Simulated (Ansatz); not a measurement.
## Sn under changes of volume

One of the cells (28.673 Å³/atom); the others are scaled copies at fixed shape and fractional positions:

```
Sn
1.0
    -1.72654    1.77555    2.33834
     1.72654   -1.77555    2.33834
     1.72654    1.77555   -2.33834
Sn
1
Direct
  0.00000 0.00000 0.00000
```

This isn't the form of Sn at room conditions, which is tetragonal (white tin).

* Program: Ansatz 0.2.0
* Functional: PBEsol
* Potentials or basis: all-electron LAPW, scalar-relativistic
* Cutoff: 142 eV (chosen from the basis error)
* Basis error allowed: 0.002 eV/atom
* k mesh: 11 × 11 × 11
* Occupations: gaussian, width 0.1 eV
* Spin: collinear spin, ferromagnetic start
* Starting moments: [0.5] μB

```csv
volume (Å³/atom),energy over the lowest point (meV/atom),pressure (GPa)
26.953,0.00,-0.8
27.526,4.66,-1.8
28.100,12.89,-2.8
28.673,24.28,-3.6
29.247,38.46,-4.3
29.820,?,?
30.394,73.85,-5.5
```

Problem. What does the run at 29.820 Å³/atom give?

Solution. Energy over the lowest point 55.08 meV/atom; pressure -5.0 GPa.

Worked out: A Birch-Murnaghan fit of order 3 (a polynomial in V^(-2/3)) to the other rows has its minimum at 26.58 Å³/atom, just outside them, with B0 = V·E''(V) = 57 GPa and B' = 4.8 at fixed shape and positions, which overstates the stiffness. It gives 55.06 meV/atom at 29.820 Å³/atom, against the run's 55.08, and -dE/dV = -5.0 GPa, against -5.0.

Energies are extrapolated to zero smearing.

Caveats: the starting moments weren't kept.
